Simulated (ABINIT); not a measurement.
# NbAs (I4_1md) in ABINIT: convergence with smearing width

Aim: find how far smearing width must go before the results for NbAs settle, at PBEsol. This setting moves, with any that are tied to it; all else stays.

All numbers are computed with ABINIT 10.8.3 (patched build); they aren't measurements. Logs are shortened: lines on timing, memory, paths and dates and some standing lists are left out, and cuts for length are marked. The log counts tension as positive stress, the text compression.

### Step 1. Starting point

It takes space group I4_1md (No. 109, tetragonal). The conventional cell has a = 3.452 Å, b = 3.452 Å, c = 11.680 Å, α = 90.00°, β = 90.00°, γ = 90.00°. Around Nb (site symmetry 2mm) lie 6 As at 2.60 to 2.63 Å. Around As (site symmetry 2mm) lie 6 Nb at 2.60 to 2.63 Å.

### Step 2. With smearing width 0.272 eV

File run.abi:

```
# Pseudopotentials
pp_dirpath "./"
pseudos "Nb.GGA_PBE-JTH.xml, As.GGA_PBE-JTH.xml"

# Structure
acell 3*1.0 Angstrom
rprim
    -1.7258500000     1.7258500000     5.8400000000
     1.7258500000    -1.7258500000     5.8400000000
     1.7258500000     1.7258500000    -5.8400000000
ntypat 2
znucl 41 33
natom 4
typat 1 1 2 2
xred
     0.5000000000     0.0000000000     0.5000000000
     0.7500000000     0.7500000000     0.0000000000
     0.9160000000     0.4160000000     0.5000000000
     0.1660000000     0.1660000000     0.0000000000

# Plane-wave basis
ecut 16.0
pawecutdg 32.0
pawxcdev 0

# k points
kptopt 1
ngkpt 8 8 8
nshiftk 1
shiftk 0.0 0.0 0.0

# Exchange and correlation
ixc -116133

# Bands and occupations
nband 34
occopt 4
tsmear 0.00999582

# SCF cycle
nstep 100
tolvrs 1.0e-9

# Output
iomode 3
prtwf 0
prtden 0
prteig 0
prtebands 0
enunit 2
```

Potentials or basis: JTH PAW PBE v2.0.

Started as:

```
abinit run.abi > log 2>&1
```

It took 3.4 min on 1 thread of Arm Neoverse V2, shared host; peak memory 0.26 GiB.

The run converged. Its results:

* Free energy: -9329.4423 eV
* Pressure: -2.5 GPa
* Largest force: 0.293 eV/Å
* Band gap on the k mesh: none (metal or under the smearing width)
* Valence electrons inside the program's atomic spheres: Nb 10.13; As 12.79

### Step 3. With smearing width 0.2 eV

run.abi, as its differences from that of step 2:

```diff
@@ -37,3 +37,3 @@
 occopt 4
-tsmear 0.00999582
+tsmear 0.00734986
```

Potentials or basis: JTH PAW PBE v2.0.

Started as:

```
abinit run.abi > log 2>&1
```

Run time: 3.2 min. Hardware: 1 thread of Arm Neoverse V2, shared host; peak memory 0.25 GiB.

It converged, with:

```
Free energy                                           : -9329.4416 eV
Pressure                                              : -2.5 GPa
Largest force                                         : 0.291 eV/Å
Band gap on the k mesh                                : none (metal or under the smearing width)
Valence electrons inside the program's atomic spheres : Nb 10.13; As 12.79
```

### Step 4. With smearing width 0.136 eV

run.abi, as its differences from that of step 3:

```diff
@@ -37,3 +37,3 @@
 occopt 4
-tsmear 0.00734986
+tsmear 0.00499791
```

Started as:

```
abinit run.abi > log 2>&1
```

Wall time 3.2 min (1 thread of Arm Neoverse V2, shared host); peak memory 0.25 GiB.

Results (log left out):

| Item | Value |
| --- | --- |
| Free energy | -9329.4406 eV |
| Pressure | -2.5 GPa |
| Largest force | 0.290 eV/Å |
| Band gap on the k mesh | none (metal or under the smearing width) |
| Valence electrons inside the program's atomic spheres | Nb 10.13; As 12.79 |

### Step 5. With smearing width 0.1 eV

run.abi, as its differences from that of step 4:

```diff
@@ -37,3 +37,3 @@
 occopt 4
-tsmear 0.00499791
+tsmear 0.00367493
```

Started as:

```
abinit run.abi > log 2>&1
```

It took 3.2 min on 1 thread of Arm Neoverse V2, shared host; peak memory 0.25 GiB.

The run converged. Its results:

| Item | Value |
| --- | --- |
| Free energy | -9329.4402 eV |
| Pressure | -2.5 GPa |
| Largest force | 0.290 eV/Å |
| Band gap on the k mesh | none (metal or under the smearing width) |
| Valence electrons inside the program's atomic spheres | Nb 10.13; As 12.79 |

### Step 6. With smearing width 0.05 eV

run.abi, as its differences from that of step 5:

```diff
@@ -37,3 +37,3 @@
 occopt 4
-tsmear 0.00367493
+tsmear 0.00183747
```

Potentials or basis: JTH PAW PBE v2.0.

Started as:

```
abinit run.abi > log 2>&1
```

Run time: 3.4 min. Hardware: 1 thread of Arm Neoverse V2, shared host; peak memory 0.25 GiB.

It converged, with:

- Free energy: -9329.4399 eV
- Pressure: -2.5 GPa
- Largest force: 0.290 eV/Å
- Band gap on the k mesh: none (metal or under the smearing width)
- Valence electrons inside the program's atomic spheres: Nb 10.13; As 12.79

### Step 7. With smearing width 0.025 eV

run.abi, as its differences from that of step 6:

```diff
@@ -37,3 +37,3 @@
 occopt 4
-tsmear 0.00183747
+tsmear 0.00091873
```

Started as:

```
abinit run.abi > log 2>&1
```

Wall time 3.4 min (1 thread of Arm Neoverse V2, shared host); peak memory 0.25 GiB.

It converged, with:

| Quantity | Value |
| --- | --- |
| Free energy | -9329.4398 eV |
| Pressure | -2.5 GPa |
| Largest force | 0.287 eV/Å |
| Band gap on the k mesh | none (metal or under the smearing width) |
| Valence electrons inside the program's atomic spheres | Nb 10.13; As 12.79 |

### Step 8. With smearing width 0.01 eV

run.abi, as its differences from that of step 7:

```diff
@@ -37,3 +37,3 @@
 occopt 4
-tsmear 0.00091873
+tsmear 0.00036749
```

Potentials or basis: JTH PAW PBE v2.0.

Started as:

```
abinit run.abi > log 2>&1
```

run.abo:

```text
.Version 10.8.3 of ABINIT
 Symmetries : space group I4_1 m d (#109); Bravais tI (body-center tetrag.)
================================================================================
 Values of the parameters that define the memory need of the present run
     intxc =       0    ionmov =       0      iscf =      17    lmnmax =      18
     lnmax =       6     mgfft =      45  mpssoang =       3    mqgrid =    3001
     natom =       4  nloc_mem =       2    nspden =       1   nspinor =       1
    nsppol =       1      nsym =       8    n1xccc =       1    ntypat =       2
    occopt =       4   xclevel =       2
       mpw =        1472          nfft =       91125          nkpt =          59
 PAW method is used; the additional fine FFT grid is defined by:
   mgfftf=        64    nfftf =    262144
================================================================================
================================================================================

--------------------------------------------------------------------------------
------------- Echo of variables that govern the present computation ------------
--------------------------------------------------------------------------------
 -outvars: echo values of preprocessed input variables --------
            acell      1.8897261259E+00  1.8897261259E+00  1.8897261259E+00 Bohr
              amu      9.29063800E+01  7.49215900E+01
             ecut      1.60000000E+01 Hartree
           enunit           2
                       outvar_i_n : Printing only first  50 k-points.
              ixc     -116133
                       outvar_i_n : Printing only first  50 k-points.
         kptrlatt        8    0    0      0    8    0      0    0    8
          kptrlen      5.21821414E+01
            natom           4
            nband          34
            ngfft          45      45      45
          ngfftdg          64      64      64
             nkpt          59
            nstep         100
             nsym           8
           ntypat           2
                       prtocc : prtvol=0, do not print more k-points.
           occopt           4
        pawecutdg      3.20000000E+01 Hartree
         pawxcdev           0
           prtden           0
        prtebands           0
           prteig           0
            prtwf           0
            rprim     -1.7258500000E+00  1.7258500000E+00  5.8400000000E+00
                       1.7258500000E+00 -1.7258500000E+00  5.8400000000E+00
                       1.7258500000E+00  1.7258500000E+00 -5.8400000000E+00
          spgroup         109
           tolvrs      1.00000000E-09
           tsmear      3.67490000E-04 Hartree
            typat      1  1  2  2
           useylm           1
                       outvars : Printing only first  50 k-points.
           xangst      2.1697024298E-17  1.7258500000E+00  3.2418512319E-16
                      -1.0118186777E-16  1.6319076881E-17  8.7600000000E+00
                      -9.5803920352E-17  1.7258500000E+00  4.8588800000E+00
                      -2.4336893767E-17  5.5539293833E-18  1.9388800000E+00
            xcart      4.1001433671E-17  3.2613838344E+00  6.1262109692E-16
[... 171 lines left out ...]
  -0.87770   -0.87770   -0.87768   -0.87763   -0.72688   -0.72279   -0.72279   -0.71710
  -0.71710   -0.71520   -0.06372    0.02039    0.19385    0.31884    0.33982    0.33982
   0.34743    0.36078    0.37172    0.37172    0.44926    0.47039    0.51123    0.53341
   0.53341    0.55884
      occupation numbers for kpt#   1
   2.00000    2.00000    2.00000    2.00000    2.00000    2.00000    2.00000    2.00000
   2.00000    2.00000    2.00000    2.00000    2.00000    2.00000    2.00000    2.00000
   2.00000    2.00000    2.00000    2.00000    2.00000    2.00000    2.00000    2.00000
   2.00000    2.00000    2.00000    2.00000    0.00000    0.00000    0.00000    0.00000
   0.00000    0.00000
 prteigrs : prtvol=0 or 1, do not print more k-points.

 Fermi (or HOMO) energy (eV) =  11.49490   Average Vxc (eV)= -11.81497
 Eigenvalues (   eV  ) for nkpt=  59  k points:
 kpt#   1, nband= 34, wtk=  0.00195, kpt=  0.0000  0.0000  0.0000 (reduced coord)
 -43.53950  -43.51092  -23.90858  -23.90858  -23.89549  -23.88945  -23.88714  -23.88567
 -23.88353  -23.88353  -23.88278  -23.88160  -19.77928  -19.66802  -19.66802  -19.51336
 -19.51336  -19.46168   -1.73395    0.55493    5.27481    8.67617    9.24689    9.24689
   9.45414    9.81726   10.11502   10.11502   12.22509   12.79990   13.91115   14.51474
  14.51474   15.20676
 prteigrs : prtvol=0 or 1, do not print more k-points.

--- !EnergyTerms
iteration_state     : {dtset: 1, }
comment             : Components of total free energy in Hartree
kinetic             :  3.42261860895436E+01
hartree             :  7.78420410662096E+01
xc                  : -1.74609537824435E+01
Ewald energy        : -2.27855055105061E+02
psp_core            :  9.32522986628578E+00
local_psp           : -2.44276124052860E+02
PAW spherical_terms :  2.53480775283422E+01
internal            : -3.42850598389983E+02
'-kT*entropy'       :  1.52330480722182E-06
total_energy        : -3.42850596866678E+02
total_energy_eV     : -9.32944001600431E+03
...

--- !EnergyTermsDC
iteration_state     : {dtset: 1, }
comment             : '"Double-counting" decomposition of free energy'
band_energy         : -2.75814189460477E+01
Ewald energy        : -2.27855055105061E+02
psp_core            :  9.32522986628578E+00
xc_dc               : -7.41541064380043E+01
PAW spherical_terms : -2.25852432022483E+01
internal            : -3.42850593825075E+02
'-kT*entropy'       :  1.52330480722182E-06
total_energy_dc     : -3.42850592301770E+02
total_energy_dc_eV  : -9.32943989178683E+03
...

--- !EnergyTermsWithPAWCore
iteration_state     : {dtset: 1, }
comment             : 'Components of total free energy, including PAW core contributions'
Total energy        : -1.21547043300609E+04
Total energy DC     : -1.21547043254960E+04
Total energy (eV)   : -3.30746354230986E+05
Total energy DC (eV): -3.30746354106769E+05
...

 Cartesian components of stress tensor (hartree/bohr^3)
  sigma(1 1)=  1.01640774E-04  sigma(3 2)=  0.00000000E+00
  sigma(2 2)=  1.01640774E-04  sigma(3 1)=  0.00000000E+00
  sigma(3 3)=  5.36013094E-05  sigma(2 1)=  0.00000000E+00

-Cartesian components of stress tensor (GPa)         [Pressure= -2.5193E+00 GPa]
- sigma(1 1)=  2.99037481E+00  sigma(3 2)=  0.00000000E+00
- sigma(2 2)=  2.99037481E+00  sigma(3 1)=  0.00000000E+00
- sigma(3 3)=  1.57700497E+00  sigma(2 1)=  0.00000000E+00

== END DATASET(S) ==============================================================
================================================================================

 -outvars: echo values of variables after computation  --------
            acell      1.8897261259E+00  1.8897261259E+00  1.8897261259E+00 Bohr
           etotal     -3.4285059230E+02
            fcart      8.9321527553E-19  8.9321527553E-19 -5.5528391446E-03
                      -1.7058068598E-19 -1.7058068598E-19 -5.5528391446E-03
                       1.7058068598E-19  1.7058068598E-19  5.5528391446E-03
                      -8.9321527553E-19 -8.9321527553E-19  5.5528391446E-03
            rprim     -1.7258500000E+00  1.7258500000E+00  5.8400000000E+00
                       1.7258500000E+00 -1.7258500000E+00  5.8400000000E+00
                       1.7258500000E+00  1.7258500000E+00 -5.8400000000E+00
           strten      1.0164077404E-04  1.0164077404E-04  5.3601309444E-05
                       0.0000000000E+00  0.0000000000E+00  0.0000000000E+00
           xangst      2.1697024298E-17  1.7258500000E+00  3.2418512319E-16
                      -1.0118186777E-16  1.6319076881E-17  8.7600000000E+00
                      -9.5803920352E-17  1.7258500000E+00  4.8588800000E+00
                      -2.4336893767E-17  5.5539293833E-18  1.9388800000E+00
             xred      5.0000000000E-01  2.3619434322E-17  5.0000000000E-01
                       7.5000000000E-01  7.5000000000E-01 -2.4585795663E-17
                       9.1600000000E-01  4.1600000000E-01  5.0000000000E-01
                       1.6600000000E-01  1.6600000000E-01 -5.4416561066E-18
 Calculation completed.
```

Wall time 3.5 min (1 thread of Arm Neoverse V2, shared host); peak memory 0.25 GiB.

What came out:

```yaml
Free_energy: -9329.4399 eV
Pressure: -2.5 GPa
Largest_force: 0.286 eV/Å
Band_gap_on_the_k_mesh: none (metal or under the smearing width)
Valence_electrons_inside_the_program's_atomic_spheres: Nb 10.13; As 12.79
```

### Step 9. Result

```csv
smearing width,energy less the tightest run (meV/atom),largest force (eV/Å),SCF cycles,CPU time (s),peak memory (GiB)
0.272 eV,-0.61,0.293,12,210,0.26
0.2 eV,-0.42,0.291,11,190,0.25
0.136 eV,-0.18,0.290,11,190,0.25
0.1 eV,-0.08,0.290,11,190,0.25
0.05 eV,0.00,0.290,12,210,0.25
0.025 eV,0.01,0.287,12,210,0.25
0.01 eV,0.00,0.286,12,210,0.25
```

Against the tightest run, the energy stays within 1 meV/atom from 0.272 eV on; the largest force stays within 0.005 eV/Å from 0.136 eV on. Narrower smearing needs a denser k mesh, so at a fixed mesh the narrowest width isn't the most accurate. The tightest run that finished is the yardstick and may itself not be fully converged.

Caveats: the PAW data sets were made with another functional, which shifts forces and pressure a little.
